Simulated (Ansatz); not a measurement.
Structure relaxation of C

Computed with Ansatz 0.2.0, DFT PBEsol, scalar-relativistic, plane waves, PAW. Cutoff 420 eV, Γ-centred k mesh, Gaussian smearing, no spin polarisation in the final step.

The start puts C on the grey arsenic (A7) structure type (R-3m, No. 166), at a guessed volume.

```yaml
crystal:
  lattice:
    - [1.52547, 0.88073, 2.82879]
    - [-1.52547, 0.88073, 2.82879]
    - [0.00000, -1.76146, 2.82879]
  atoms:
    - { symbol: C, position: [0.22754, 0.22754, 0.22754] }
    - { symbol: C, position: [0.77246, 0.77246, 0.77246] }
```

Cell and atoms relax at zero pressure; the relaxation can't lower the symmetry of the start. After a coarse first stage the cell is made exact in the group found at 0.06 Å.

Which crystal results?

It keeps R-3m (No. 166), but not the shape of the type it started on. Conventional cell: a = 2.459 Å, c = 10.822 Å. C has 3 C at 1.42 Å.

Space group R-3m:H (No. 166). a = 2.459 Å, b = 2.459 Å, c = 10.822 Å, α = 90.00°, β = 90.00°, γ = 120.00°
```csv
atom,site,symmetry,x,y,z
C,6c,3m,0.3333,0.6667,0.8333
```

What are its volume, density and gap?

The volume per atom is 9.4 Å³, the density is 2.1 g/cm³ and the gap on the 18×18×18 mesh is 0.43 eV.

The final run used a 18×18×18 mesh on its 2-atom cell and 0.02 eV smearing. No dispersion correction is applied, so the spacing between layers, chains or molecules is poorly fixed, and with it the volume and density. A structure relaxed within its symmetry needn't be a true minimum. The steps took of the order of 40 core-seconds in all.